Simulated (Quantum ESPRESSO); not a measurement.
CoO:

```
Co O
1.0
     0.00000    2.34364    2.34364
     2.34364    0.00000    2.34364
     2.34364    2.34364    0.00000
Co O
1 1
Direct
  0.00000 0.00000 0.00000
  0.25000 0.25000 0.25000
```

Measurements of this composition are mostly on another form, of space group No. 225.

Base run:

| Property | Result |
| --- | --- |
| Program | Quantum ESPRESSO 7.5 |
| Functional | revPBE |
| Potentials or basis | PseudoDojo 0.4 SR PBEsol stringent |
| Cutoff | 1415 eV |
| Density cutoff | 5660 eV |
| k mesh | 7 × 7 × 7 |
| Occupations | gaussian, width 0.05 eV |
| Spin | collinear spin, ferromagnetic start |
| Starting moments | [3.0, 0.0] μB |
| Hubbard terms | Co d U = 2 eV |

Its results: band gap on the k mesh 0.49 eV, direct; pressure -2.9 GPa; net moment 3.00 μB per cell; site moments Co +2.48; O +0.24 μB.

Task: The run is repeated on the same cell with these changes: functional from revPBE to PW91. What comes out?

Result: Band gap on the k mesh 0.39 eV, direct; pressure -6.7 GPa; net moment 3.00 μB per cell; site moments Co +2.46; O +0.25 μB.

PW91 binds more tightly than revPBE, so the same cell stands under less pressure.

Caveats: the potentials were made for another functional, which shifts forces and pressure; an odd mesh through Γ misses points on the zone boundary, where band edges often lie; a cell with one magnetic atom can't hold antiferromagnetic order, which such compounds often take.
